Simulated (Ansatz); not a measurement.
**Every step of a relaxation of PbI₂**

DFT, PBE, PAW with Ansatz's default frozen-core files, scalar-relativistic (Ansatz 0.2.0); a Γ-centred 7×7×4 k mesh, Fermi–Dirac smearing of 0.03 eV, no spin polarisation. The run relaxes shape and atoms at held volume.

Command: `ansatz run input.yaml --threads 1 --pin off --max-ram 3072MiB --backend cpu --events-out ev --progress --plain --runs-dir out` It took 32 s on 1 thread of Arm Neoverse V1 (shared host), peak memory 0.41 GiB.

```yaml
crystal:
  lattice:
    - [4.3694548388, 0.0, 0.0]
    - [-2.1847274194, 3.7840588911, 0.0]
    - [0.0, 0.0, 6.874353325]
  atoms:
    - { symbol: Pb, position: [0.0, 0.0, 0.0] }
    - { symbol: I, position: [0.6666666667, 0.3333333333, 0.74094648] }
    - { symbol: I, position: [0.3333333333, 0.6666666667, 0.25905352] }
kpoints:
  mp_grid: { grid: [7, 7, 4] }
scf:
  occupations: { method: fermi_dirac, width: 0.03 }
hamiltonian:
  xc: pbe
  pseudopotentials: { kind: paw }
output:
  forces: true
  stress: true
  write_density: true
  write_potential: true
  elf: true
  volumetric_format: npy
relax:
  f_tol: 0.01
  max_steps: 30
  cell: { stress_tol: 0.1, fix: [volume] }
```

Each step lists its free energy a cell above the last geometry, the pressure, the cell vectors (Å), and Cartesian positions (Å) with forces (eV/Å).

The first step:

```
step 1  dF = 170.58 meV  P = 6.41 GPa
  cell 4.3695 0.0000 0.0000  -2.1847 3.7841 0.0000  0.0000 0.0000 6.8744
  Pb 0.0000 0.0000 0.0000   0.0000 0.0000 0.0000
  I 2.1847 1.2614 5.0935   0.0000 0.0000 -0.9687
  I 0.0000 2.5227 1.7808   0.0000 0.0000 0.9687
```

Spin–orbit coupling is left out, which matters for the heavy atoms.

**Question.** Where does the relaxation end, and by which steps?

**Answer.** After 5 geometries, with conventional a, b, c = 4.413, 4.413, 6.741 Å, at 37.887 Å³/atom and 3.52 GPa in space group P-3m1, with a shortest distance of 3.190 Å. The further steps:
```
step 2  dF = 4.18 meV  P = 3.19 GPa
  cell 4.3819 0.0000 0.0000  -2.1910 3.7948 0.0000  0.0000 0.0000 6.8354
  Pb 0.0000 0.0000 0.0000   0.0000 0.0000 0.0000
  I 2.1910 1.2649 4.8690   0.0000 0.0000 0.1174
  I 0.0000 2.5299 1.9664   0.0000 0.0000 -0.1174
step 3  dF = 0.66 meV  P = 3.49 GPa
  cell 4.3934 0.0000 0.0000  -2.1967 3.8048 0.0000  0.0000 0.0000 6.7996
  Pb 0.0000 0.0000 0.0000   0.0000 0.0000 0.0000
  I 2.1967 1.2683 4.8633   0.0000 0.0000 0.0016
  I 0.0000 2.5365 1.9363   0.0000 0.0000 -0.0016
step 4  dF = 0.20 meV  P = 3.52 GPa
  cell 4.4026 0.0000 0.0000  -2.2013 3.8127 0.0000  0.0000 0.0000 6.7713
  Pb 0.0000 0.0000 0.0000   0.0000 0.0000 0.0000
  I 2.2013 1.2709 4.8441   0.0000 0.0000 -0.0087
  I 0.0000 2.5418 1.9272   0.0000 0.0000 0.0087
step 5  dF = 0.00 meV  P = 3.52 GPa
  cell 4.4126 0.0000 0.0000  -2.2063 3.8214 0.0000  0.0000 0.0000 6.7406
  Pb 0.0000 0.0000 0.0000   0.0000 0.0000 0.0000
  I 2.2063 1.2738 4.8202   0.0000 0.0000 -0.0031
  I 0.0000 2.5476 1.9204   0.0000 0.0000 0.0031
step 6  dF = 0.00 meV  P = 3.52 GPa  (same geometry on a basis chosen anew; earlier energies don't compare to the last digit)
  cell 4.4126 0.0000 0.0000  -2.2063 3.8214 0.0000  0.0000 0.0000 6.7406
  Pb 0.0000 0.0000 0.0000   0.0000 0.0000 0.0000
  I 2.2063 1.2738 4.8202   0.0000 0.0000 -0.0031
  I 0.0000 2.5476 1.9204   0.0000 0.0000 0.0031
```
